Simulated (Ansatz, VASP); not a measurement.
# One calculation of KCl, two programs

File INCAR:

```
SYSTEM = KCl
PREC = Accurate ; ENCUT = 520
EDIFF = 1E-8 ; ISMEAR = -1
SIGMA = 0.03 ; LREAL = .FALSE.
LASPH = .TRUE. ; NELM = 100
ALGO = Normal ; ISIF = 2
LWAVE = .FALSE. ; LCHARG = .FALSE.
GGA = PE ; LEFG = .TRUE.
NBANDS = 15
```

KPOINTS

```
Automatic mesh
0
G
  7 7 7
  0 0 0
```

The input POSCAR:

```
KCl
1.0
    0.0000000000      3.0922197893      3.0922197893
    3.0922197893      0.0000000000      3.0922197893
    3.0922197893      3.0922197893      0.0000000000
K Cl
1 1
Direct
    0.0000000000      0.0000000000      0.0000000000
    0.5000000000      0.5000000000      0.5000000000
```

Input for Ansatz:

```yaml
crystal:
  lattice:
    - [0.0, 3.0922197893, 3.0922197893]
    - [3.0922197893, 0.0, 3.0922197893]
    - [3.0922197893, 3.0922197893, 0.0]
  atoms:
    - { symbol: K, position: [0.0, 0.0, 0.0] }
    - { symbol: Cl, position: [0.5, 0.5, 0.5] }
kpoints:
  mp_grid: { grid: [7, 7, 7] }
scf:
  occupations: { method: fermi_dirac, width: 0.03 }
hamiltonian:
  xc: pbe
  pseudopotentials: { kind: paw }
output:
  forces: true
  stress: true
  eigenvalues: true
  efg: { contact_densities: true }
  write_density: true
  write_potential: true
  elf: true
  volumetric_format: npy
```

Change from the starting cell: volume scaled by 0.9405, PAW files.

Alike in both runs: task electric field gradients; functional PBE; k mesh 7 × 7 × 7; occupations fermi-dirac, width 0.03 eV; no spin polarisation.

|  | VASP | Ansatz |
| --- | --- | --- |
| version | VASP 6.6.1 | Ansatz 0.2.0 |
| potentials or method | VASP PAW PBE potentials, release 64 (K_sv, Cl) | PAW with Ansatz's default frozen-core files, scalar-relativistic |
| plane-wave cutoff (eV) | 520 | 420 |
| valence electrons in the cell | 16 | 16 |

Ansatz gave:

| Item | Value |
| --- | --- |
| gap on the k mesh at the Fermi level (eV) | 5.38 |
| pressure (GPa) | 1.9 |
| Vzz of the field gradient on the site that differs most (V/Å²) | 0.0 |

**Question.** Estimate VASP's values.

**Answer.** gap on the k mesh at the Fermi level (eV): 5.37; pressure (GPa): 2.0; Vzz of the field gradient on the site that differs most (V/Å²): 0.0.
